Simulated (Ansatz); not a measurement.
# Ti: response to a stretch of c alone

Aim: apply a stretch of c alone to Ti from -6 to +6 %, where the rest of the cell is held and the atoms relax, and follow energy, stress and any gap.

Program: Ansatz 0.2.0. Level of theory: DFT r2SCAN, scalar-relativistic, plane waves, PAW. These are calculated values, not measurements.

## Step 1: Starting point

The structure is cubic, space group Fm-3m (No. 225). Conventional cell: a = 4.110 Å, b = 4.110 Å, c = 4.110 Å, α = 90.00°, β = 90.00°, γ = 90.00°. Ti (site symmetry m-3m) has 12 Ti at 2.91 Å in its first shell of neighbours.

Structure file:

```cif
data_structure
_symmetry_space_group_name_H-M 'Fm-3m'
_symmetry_Int_Tables_number 225
_cell_length_a 4.1103
_cell_length_b 4.1103
_cell_length_c 4.1103
_cell_angle_alpha 90.000
_cell_angle_beta 90.000
_cell_angle_gamma 90.000
_cell_volume 69.44
loop_
_atom_site_label
_atom_site_type_symbol
_atom_site_symmetry_multiplicity
_atom_site_Wyckoff_symbol
_atom_site_fract_x
_atom_site_fract_y
_atom_site_fract_z
_atom_site_occupancy
Ti1 Ti 4 a 0.00000 0.00000 0.00000 1
```

The unstrained cell was computed beforehand with the same settings: E(σ→0) = -5008.5975 eV for 2 atoms, gap none (metal).

## Step 2: At -2.0 %

Contents of input.yaml:

```yaml
crystal:
  lattice:
    - [2.0551516152, 2.0551516152, 0.0]
    - [-2.0551516152, 2.0551516152, 0.0]
    - [0.0, 0.0, 4.0280971658]
  atoms:
    - { symbol: Ti, position: [0.0, 0.0, 0.0] }
    - { symbol: Ti, position: [0.5, 0.5, 0.5] }
basis:
  ecutwfc: 500
kpoints:
  mp_grid: { grid: [18, 18, 12] }
hamiltonian:
  xc: r2scan
scf:
  occupations: { method: gaussian, width: 0.1 }
output:
  forces: true
  stress: true
  eigenvalues: true
```

Command:

```console
> ansatz run input.yaml --threads 1 --pin off --max-ram 2560MiB --backend cpu --events-out ev --progress --plain --runs-dir out
```

What it wrote (excerpt; [...] marks lines left out):

```text
Warning: RAYON_NUM_THREADS=1 ignored (pool sized by the plan → 1); use --threads N
[...]
Pseudopotentials: kind: paw
Pseudopotential: Ti, paw, valence charge 12, recommended cutoff 500 eV (meta_gga), Ti.paw.azcp
Functional definition: r2SCAN
[...]
Crystal: 2 atoms, lattice volume = 34.027 Å³
Basis set: ecut = 500 eV, 855 PW (Γ), exchange–correlation on 96×96×120 points (64 copies of the dense FFT grid, shifted against one another)
Bands: 16, of which v1, the nominal top of the filled ones, is band 12 counted from 1 (11 counted from 0)
Symmetry: 32 space group operations
Space group: I4/mmm (ITA 139), of the structure as read, at distance tolerance 3.2e-5 Å
k-points: 385 of 3888
[...]
SCF iter   1: F=—  HF=-5008.557125 eV  |F-HF|=—  |Δ(HF+E_count)|=         —  Δρ=1.54e-2  dr2=7.44e-2  dr2_τ=1.71e-2  ethr=1.77e-3  ⟨swp⟩=3.7  Hψ=25915  notcnv=0
[...]
SCF iter   6: F=-5008.598746 eV  HF=-5008.598746 eV  |F-HF|=2.54e-9  |Δ(HF+E_count)|=   2.11e-8  Δρ=3.60e-6  dr2=4.32e-9  dr2_τ=1.48e-10  ethr=1.20e-10  ⟨swp⟩=2.0  Hψ=19640  notcnv=0
the search or the solves at the SCF's close seem to have found levels that the self-consistency loop had missed (the run counts 1). By its estimate they hold under 1e-12 electrons; where the run keeps them, the occupations were computed again with them
[...]
SCF converged after 6 iterations
Free energy (F): -5008.598746 eV
[...]
E sigma→0 (E₀):  -5008.590829 eV
Entropy (-TS):   -0.015835 eV (-7.918 meV/atom)
Fermi energy:    13.573468 eV
[...]
--- Forces (eV/Å), atoms counted from 1 ---
  atom   1  Ti    -0.00000000     0.00000000     0.00000000
  atom   2  Ti    -0.00000000     0.00000000    -0.00000000
[...]
--- Stress (GPa, compression-positive) ---
        2.068983       0.000000       0.000000
       -0.000000       2.068983       0.000000
        0.000000       0.000000       2.880417
  P = ⅓ Tr σ = 2.3395 GPa (23.395 kbar)
--- Band table (eV; the first three rows and the last of 385) ---
  k-point 0: bands = ["-45.4526", "-45.2614", "-20.9135", "-20.4958", "-20.4958", "-20.2223", "-20.2223", "-20.2195", "7.0345", "10.8532", "11.7028", "14.5366", "14.5366", "14.6939", "16.3408", "16.5252"]
[...]
```

Wall time 55 s (1 thread of AMD EPYC (Zen 3), shared host); peak memory 0.58 GiB.

The cell is held at each strain. Atoms start from the nearest strain of the same sign that is done. Symmetry fixes all atoms here, so a single point is enough.

## Step 3: At +2.0 %

input.yaml: that of step 2 with these lines changed.

```diff
@@ -4,3 +4,3 @@
     - [-2.0551516152, 2.0551516152, 0.0]
-    - [0.0, 0.0, 4.0280971658]
+    - [0.0, 0.0, 4.192509295]
   atoms:
```

Command:

```console
> ansatz run input.yaml --threads 1 --pin off --max-ram 2560MiB --backend cpu --events-out ev --progress --plain --runs-dir out
```

What it wrote (excerpt; [...] marks lines left out):

```text
Warning: RAYON_NUM_THREADS=1 ignored (pool sized by the plan → 1); use --threads N
[...]
[... 3 set-up lines as earlier in the session ...]
[...]
Crystal: 2 atoms, lattice volume = 35.415 Å³
Basis set: ecut = 500 eV, 919 PW (Γ), exchange–correlation on 96×96×128 points (64 copies of the dense FFT grid, shifted against one another)
Bands: 16, of which v1, the nominal top of the filled ones, is band 12 counted from 1 (11 counted from 0)
[... 1 set-up line as earlier in the session ...]
Space group: I4/mmm (ITA 139), of the structure as read, at distance tolerance 3.3e-5 Å
k-points: 385 of 3888
[...]
SCF iter   1: F=—  HF=-5008.570382 eV  |F-HF|=—  |Δ(HF+E_count)|=         —  Δρ=1.63e-2  dr2=8.87e-2  dr2_τ=1.52e-2  ethr=1.77e-3  ⟨swp⟩=3.7  Hψ=26019  notcnv=0
[...]
the search or the solves at the SCF's close seem to have found levels that the self-consistency loop had missed (the run counts 1). By its estimate they hold under 1e-12 electrons; where the run keeps them, the occupations were computed again with them
[...]
SCF converged after 6 iterations
Free energy (F): -5008.599333 eV
[...]
E sigma→0 (E₀):  -5008.591480 eV
Entropy (-TS):   -0.015706 eV (-7.853 meV/atom)
Fermi energy:    12.938206 eV
[...]
--- Forces (eV/Å), atoms counted from 1 ---
  atom   1  Ti    -0.00000000     0.00000000     0.00000000
  atom   2  Ti     0.00000000     0.00000000    -0.00000000
[...]
--- Stress (GPa, compression-positive) ---
       -1.880443      -0.000000       0.000000
        0.000000      -1.880443       0.000000
        0.000000       0.000000      -2.643409
  P = ⅓ Tr σ = -2.1348 GPa (-21.348 kbar)
--- Band table (eV; the first three rows and the last of 385) ---
  k-point 0: bands = ["-46.1702", "-46.0196", "-21.5904", "-21.1971", "-21.1971", "-20.9840", "-20.9827", "-20.9827", "6.4888", "10.3572", "11.2594", "13.8205", "13.9728", "13.9728", "15.4174", "15.5881"]
[...]
```

Run time: 59 s. Hardware: 1 thread of AMD EPYC (Zen 3), shared host; peak memory 0.59 GiB.

## Step 4: The cell strained by -4.0 %

input.yaml: that of step 3 with these lines changed.

```diff
@@ -4,3 +4,3 @@
     - [-2.0551516152, 2.0551516152, 0.0]
-    - [0.0, 0.0, 4.192509295]
+    - [0.0, 0.0, 3.9458911012]
   atoms:
```

Command:

```console
> ansatz run input.yaml --threads 1 --pin off --max-ram 2560MiB --backend cpu --events-out ev --progress --plain --runs-dir out
```

What it wrote (excerpt; [...] marks lines left out):

```text
Warning: RAYON_NUM_THREADS=1 ignored (pool sized by the plan → 1); use --threads N
[...]
[... 3 set-up lines as earlier in the session ...]
[...]
Crystal: 2 atoms, lattice volume = 33.332 Å³
Basis set: ecut = 500 eV, 839 PW (Γ), exchange–correlation on 96×96×120 points (64 copies of the dense FFT grid, shifted against one another)
Bands: 16, of which v1, the nominal top of the filled ones, is band 12 counted from 1 (11 counted from 0)
[... 2 set-up lines as earlier in the session ...]
k-points: 385 of 3888
[...]
SCF iter   1: F=—  HF=-5008.531557 eV  |F-HF|=—  |Δ(HF+E_count)|=         —  Δρ=1.51e-2  dr2=6.82e-2  dr2_τ=1.83e-2  ethr=1.77e-3  ⟨swp⟩=3.7  Hψ=25885  notcnv=0
[...]
SCF iter   6: F=-5008.580126 eV  HF=-5008.580126 eV  |F-HF|=3.08e-9  |Δ(HF+E_count)|=   4.25e-8  Δρ=4.43e-6  dr2=5.84e-9  dr2_τ=2.16e-10  ethr=1.97e-10  ⟨swp⟩=2.3  Hψ=20253  notcnv=0
[...]
SCF converged after 6 iterations
Free energy (F): -5008.580126 eV
[...]
E sigma→0 (E₀):  -5008.572116 eV
Entropy (-TS):   -0.016022 eV (-8.011 meV/atom)
Fermi energy:    13.909133 eV
[...]
--- Forces (eV/Å), atoms counted from 1 ---
  atom   1  Ti     0.00000000     0.00000000     0.00000000
  atom   2  Ti     0.00000000     0.00000000    -0.00000000
[...]
--- Stress (GPa, compression-positive) ---
        4.402283      -0.000000       0.000000
       -0.000000       4.402283       0.000000
        0.000000       0.000000       5.752447
  P = ⅓ Tr σ = 4.8523 GPa (48.523 kbar)
--- Band table (eV; the first three rows and the last of 385) ---
  k-point 0: bands = ["-45.0767", "-44.8616", "-20.5570", "-20.1294", "-20.1294", "-19.8211", "-19.8211", "-19.8176", "7.3283", "11.1104", "11.9306", "14.8402", "14.8402", "15.1593", "16.6362", "17.0087"]
[...]
```

It took 40 s on 1 thread of AMD EPYC (Zen 3), shared host; peak memory 0.57 GiB.

## Step 5: Strain +4.0 %

input.yaml: that of step 4 with these lines changed.

```diff
@@ -4,3 +4,3 @@
     - [-2.0551516152, 2.0551516152, 0.0]
-    - [0.0, 0.0, 3.9458911012]
+    - [0.0, 0.0, 4.2747153597]
   atoms:
```

Command:

```console
> ansatz run input.yaml --threads 1 --pin off --max-ram 2560MiB --backend cpu --events-out ev --progress --plain --runs-dir out
```

What it wrote (excerpt; [...] marks lines left out):

```text
Warning: RAYON_NUM_THREADS=1 ignored (pool sized by the plan → 1); use --threads N
[...]
[... 3 set-up lines as earlier in the session ...]
[...]
Crystal: 2 atoms, lattice volume = 36.110 Å³
Basis set: ecut = 500 eV, 935 PW (Γ), exchange–correlation on 96×96×128 points (64 copies of the dense FFT grid, shifted against one another)
Bands: 16, of which v1, the nominal top of the filled ones, is band 12 counted from 1 (11 counted from 0)
[... 2 set-up lines as earlier in the session ...]
k-points: 385 of 3888
[...]
SCF iter   1: F=—  HF=-5008.559461 eV  |F-HF|=—  |Δ(HF+E_count)|=         —  Δρ=1.67e-2  dr2=9.70e-2  dr2_τ=1.45e-2  ethr=1.77e-3  ⟨swp⟩=3.6  Hψ=25985  notcnv=0
[...]
SCF iter   6: F=-5008.582611 eV  HF=-5008.582611 eV  |F-HF|=2.73e-9  |Δ(HF+E_count)|=   7.23e-9  Δρ=4.45e-6  dr2=5.08e-9  dr2_τ=3.23e-10  ethr=1.96e-10  ⟨swp⟩=1.9  Hψ=19333  notcnv=0
[...]
SCF converged after 6 iterations
Free energy (F): -5008.582611 eV
[...]
E sigma→0 (E₀):  -5008.574480 eV
Entropy (-TS):   -0.016261 eV (-8.131 meV/atom)
Fermi energy:    12.634531 eV
[...]
--- Forces (eV/Å), atoms counted from 1 ---
  atom   1  Ti     0.00000000     0.00000000     0.00000000
  atom   2  Ti     0.00000000     0.00000000     0.00000000
[...]
--- Stress (GPa, compression-positive) ---
       -3.647982      -0.000000       0.000000
       -0.000000      -3.647982       0.000000
        0.000000       0.000000      -5.058233
  P = ⅓ Tr σ = -4.1181 GPa (-41.181 kbar)
--- Band table (eV; the first three rows and the last of 385) ---
  k-point 0: bands = ["-46.5125", "-46.3791", "-21.9113", "-21.5330", "-21.5330", "-21.3465", "-21.3434", "-21.3434", "6.2353", "10.1176", "11.0431", "13.4103", "13.7104", "13.7104", "14.7947", "15.1368"]
[...]
```

Run time: 45 s. Hardware: 1 thread of AMD EPYC (Zen 3), shared host; peak memory 0.59 GiB.

## Step 6: The cell strained by -6.0 %

input.yaml: that of step 5 with these lines changed.

```diff
@@ -4,3 +4,3 @@
     - [-2.0551516152, 2.0551516152, 0.0]
-    - [0.0, 0.0, 4.2747153597]
+    - [0.0, 0.0, 3.8636850366]
   atoms:
```

Command:

```console
> ansatz run input.yaml --threads 1 --pin off --max-ram 2560MiB --backend cpu --events-out ev --progress --plain --runs-dir out
```

What it wrote (excerpt; [...] marks lines left out):

```text
Warning: RAYON_NUM_THREADS=1 ignored (pool sized by the plan → 1); use --threads N
[...]
[... 3 set-up lines as earlier in the session ...]
[...]
Crystal: 2 atoms, lattice volume = 32.638 Å³
Basis set: ecut = 500 eV, 823 PW (Γ), exchange–correlation on 96×96×120 points (64 copies of the dense FFT grid, shifted against one another)
Bands: 16, of which v1, the nominal top of the filled ones, is band 12 counted from 1 (11 counted from 0)
[... 2 set-up lines as earlier in the session ...]
k-points: 385 of 3888
[...]
SCF iter   1: F=—  HF=-5008.492319 eV  |F-HF|=—  |Δ(HF+E_count)|=         —  Δρ=1.47e-2  dr2=6.25e-2  dr2_τ=1.97e-2  ethr=1.77e-3  ⟨swp⟩=3.7  Hψ=25790  notcnv=0
[...]
SCF iter   6: F=-5008.548379 eV  HF=-5008.548379 eV  |F-HF|=3.51e-9  |Δ(HF+E_count)|=   7.48e-8  Δρ=5.49e-6  dr2=8.00e-9  dr2_τ=3.06e-10  ethr=3.21e-10  ⟨swp⟩=2.3  Hψ=22977  notcnv=0
[...]
SCF converged after 6 iterations
Free energy (F): -5008.548379 eV
[...]
E sigma→0 (E₀):  -5008.540285 eV
Entropy (-TS):   -0.016189 eV (-8.094 meV/atom)
Fermi energy:    14.254402 eV
[...]
--- Forces (eV/Å), atoms counted from 1 ---
  atom   1  Ti    -0.00000000     0.00000000     0.00000000
  atom   2  Ti     0.00000000    -0.00000000     0.00000000
[...]
--- Stress (GPa, compression-positive) ---
        6.889927      -0.000000       0.000000
        0.000000       6.889927       0.000000
        0.000000       0.000000       8.941434
  P = ⅓ Tr σ = 7.5738 GPa (75.738 kbar)
--- Band table (eV; the first three rows and the last of 385) ---
  k-point 0: bands = ["-44.6881", "-44.4466", "-20.1863", "-19.7520", "-19.7520", "-19.4049", "-19.4049", "-19.4002", "7.6373", "11.3758", "12.1634", "15.1605", "15.1605", "15.6458", "16.9358", "17.5025"]
[...]
```

Run time: 46 s. Hardware: 1 thread of AMD EPYC (Zen 3), shared host; peak memory 0.57 GiB.

## Step 7: Strain +6.0 %

input.yaml: that of step 6 with these lines changed.

```diff
@@ -4,3 +4,3 @@
     - [-2.0551516152, 2.0551516152, 0.0]
-    - [0.0, 0.0, 3.8636850366]
+    - [0.0, 0.0, 4.3569214243]
   atoms:
```

Command:

```console
> ansatz run input.yaml --threads 1 --pin off --max-ram 2560MiB --backend cpu --events-out ev --progress --plain --runs-dir out
```

What it wrote (excerpt; [...] marks lines left out):

```text
Warning: RAYON_NUM_THREADS=1 ignored (pool sized by the plan → 1); use --threads N
[...]
[... 3 set-up lines as earlier in the session ...]
[...]
Crystal: 2 atoms, lattice volume = 36.804 Å³
Basis set: ecut = 500 eV, 935 PW (Γ), exchange–correlation on 96×96×128 points (64 copies of the dense FFT grid, shifted against one another)
Bands: 16, of which v1, the nominal top of the filled ones, is band 12 counted from 1 (11 counted from 0)
[... 2 set-up lines as earlier in the session ...]
k-points: 385 of 3888
[...]
SCF iter   1: F=—  HF=-5008.538000 eV  |F-HF|=—  |Δ(HF+E_count)|=         —  Δρ=1.72e-2  dr2=1.06e-1  dr2_τ=1.39e-2  ethr=1.77e-3  ⟨swp⟩=3.6  Hψ=26020  notcnv=0
[...]
SCF iter   6: F=-5008.555658 eV  HF=-5008.555658 eV  |F-HF|=4.15e-9  |Δ(HF+E_count)|=   3.92e-8  Δρ=5.92e-6  dr2=8.52e-9  dr2_τ=6.25e-10  ethr=4.17e-10  ⟨swp⟩=5.1  Hψ=24271  notcnv=0
[...]
SCF converged after 6 iterations
Free energy (F): -5008.555658 eV
[...]
E sigma→0 (E₀):  -5008.547162 eV
Entropy (-TS):   -0.016992 eV (-8.496 meV/atom)
Fermi energy:    12.339796 eV
[...]
--- Forces (eV/Å), atoms counted from 1 ---
  atom   1  Ti     0.00000000     0.00000000     0.00000000
  atom   2  Ti     0.00000000     0.00000000     0.00000000
[...]
--- Stress (GPa, compression-positive) ---
       -5.268659       0.000000       0.000000
        0.000000      -5.268659       0.000000
        0.000000       0.000000      -7.340926
  P = ⅓ Tr σ = -5.9594 GPa (-59.594 kbar)
--- Band table (eV; the first three rows and the last of 385) ---
  k-point 0: bands = ["-46.8439", "-46.7258", "-22.2216", "-21.8586", "-21.8586", "-21.6966", "-21.6913", "-21.6913", "5.9937", "9.8822", "10.8300", "13.0165", "13.4599", "13.4599", "14.2082", "14.6975"]
[...]
```

Wall time 44 s (1 thread of AMD EPYC (Zen 3), shared host); peak memory 0.6 GiB.

## Step 8: The series

Lengths are those of the vectors of the cell that was run; stresses in GPa:

```
strain (%)  ΔE (meV/atom)  a (Å)  b (Å)  c (Å)    σxx    σyy    σzz
      -6.0           28.6  2.906  2.906  3.864   6.89   6.89   8.94
      -4.0           12.7  2.906  2.906  3.946   4.40   4.40   5.75
      -2.0            3.3  2.906  2.906  4.028   2.07   2.07   2.88
      +0.0            0.0  2.906  2.906  4.110  -0.01  -0.01   0.04
      +2.0            3.0  2.906  2.906  4.193  -1.88  -1.88  -2.64
      +4.0           11.5  2.906  2.906  4.275  -3.65  -3.65  -5.06
      +6.0           25.2  2.906  2.906  4.357  -5.27  -5.27  -7.34
```

ΔE is over the unstrained cell. Stress in GPa, positive in compression, on the Cartesian axes of the input. 

## Step 9: Summary of results

| quantity | value |
| --- | --- |
| largest energy cost | 28.6 meV/atom at -6.0 % |
| (1/V) d²E/dε² at zero strain, cubic fit | 137 GPa |

From the curvature follows the elastic constant along c at held a and b: 137 GPa. Compression by 6 % costs 28.6 meV/atom and stretching 25.2.
